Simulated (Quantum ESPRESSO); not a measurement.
Two runs for the N K edge of atom 1 in BN (Qingsongite, F-43m). Run A: Quantum ESPRESSO XSpectra, LDA, full core hole (charged cell), 16-atom cell with 5.1 Å between holes, 6×6×6 k points, dipole transitions, Lorentzian half width 0.4 eV. Run B differs in one choice.

Energy from the lowest empty level; intensity scaled to a mean of 1 over the first 20 eV:

| E (eV) | A | B |
| --- | --- | --- |
| -2.0 | 0.04 | 0.04 |
| -1.5 | 0.05 | 0.04 |
| -1.0 | 0.05 | 0.05 |
| -0.5 | 0.07 | 0.06 |
| 0.0 | 0.09 | 0.08 |
| 0.5 | 0.12 | 0.12 |
| 1.0 | 0.19 | 0.18 |
| 1.5 | 0.29 | 0.28 |
| 2.0 | 0.46 | 0.40 |
| 2.5 | 0.69 | 0.59 |
| 3.0 | 1.03 | 0.84 |
| 3.5 | 1.40 | 1.10 |
| 4.0 | 1.92 | 1.12 |
| 4.5 | 2.12 | 1.17 |
| 5.0 | 2.50 | 1.31 |
| 5.5 | 2.38 | 2.04 |
| 6.0 | 2.02 | 2.71 |
| 6.5 | 2.21 | 3.31 |
| 7.0 | 2.27 | 3.48 |
| 7.5 | 1.87 | 3.18 |
| 8.0 | 1.76 | 2.52 |
| 8.5 | 1.56 | 2.21 |
| 9.0 | 1.41 | 1.67 |
| 9.5 | 1.55 | 1.69 |
| 10.0 | 1.82 | 1.53 |
| 10.5 | 1.57 | 0.94 |
| 11.0 | 0.83 | 0.50 |
| 11.5 | 0.61 | 0.50 |
| 12.0 | 0.58 | 0.82 |
| 12.5 | 0.53 | 1.20 |
| 13.0 | 0.55 | 0.82 |
| 13.5 | 0.57 | 0.63 |
| 14.0 | 0.83 | 0.54 |
| 14.5 | 1.06 | 0.38 |
| 15.0 | 0.92 | 0.34 |
| 15.5 | 0.70 | 0.31 |
| 16.0 | 0.47 | 0.30 |
| 16.5 | 0.27 | 0.22 |
| 17.0 | 0.20 | 0.18 |
| 17.5 | 0.15 | 0.18 |
| 18.0 | 0.14 | 0.16 |
| 18.5 | 0.14 | 0.13 |
| 19.0 | 0.11 | 0.12 |
| 19.5 | 0.11 | 0.12 |
| 20.0 | 0.13 | 0.18 |
| 20.5 | 0.22 | 0.33 |
| 21.0 | 0.44 | 0.47 |
| 21.5 | 0.57 | 0.46 |
| 22.0 | 0.47 | 0.50 |
| 22.5 | 0.42 | 0.46 |
| 23.0 | 0.37 | 0.29 |
| 23.5 | 0.29 | 0.31 |
| 24.0 | 0.31 | 0.34 |
| 24.5 | 0.26 | 0.26 |
| 25.0 | 0.22 | 0.20 |
| 25.5 | 0.19 | 0.21 |
| 26.0 | 0.20 | 0.18 |
| 26.5 | 0.16 | 0.13 |
| 27.0 | 0.13 | 0.14 |
| 27.5 | 0.12 | 0.14 |
| 28.0 | 0.14 | 0.14 |
| 28.5 | 0.17 | 0.13 |
| 29.0 | 0.17 | 0.15 |
| 29.5 | 0.22 | 0.19 |
| 30.0 | 0.24 | 0.23 |
| 30.5 | 0.21 | 0.20 |
| 31.0 | 0.16 | 0.17 |
| 31.5 | 0.13 | 0.14 |
| 32.0 | 0.14 | 0.14 |

**Question.** What was changed?
a) the size of the supercell
b) the radius of the reconstruction
c) the plane-wave cutoff
d) the broadening

(a): run B changes the supercell atoms from 16 to 2, and the k mesh follows the cell. The scaled spectrum changes by 42 % r.m.s. Another feature, at 6.9 eV (3.55), becomes the highest below 16 eV; the one at 5.0 eV is gone. Other settings could leave a like mark; this is the one that was changed.

[Hosts, paths, dates, database ids (printed as entryN), source tags and the programs' standing remarks are cut or masked in the printed files.]

[Lists of maxima count a maximum above −3 eV only where it reaches 4 % of the highest in the window and stands out from its surroundings by 2 % of it (1.5 % where it reaches 55 %); shoulders and weaker maxima are passed over, and of the rest the first, up to two pre-edge ones and the few strongest are named.]
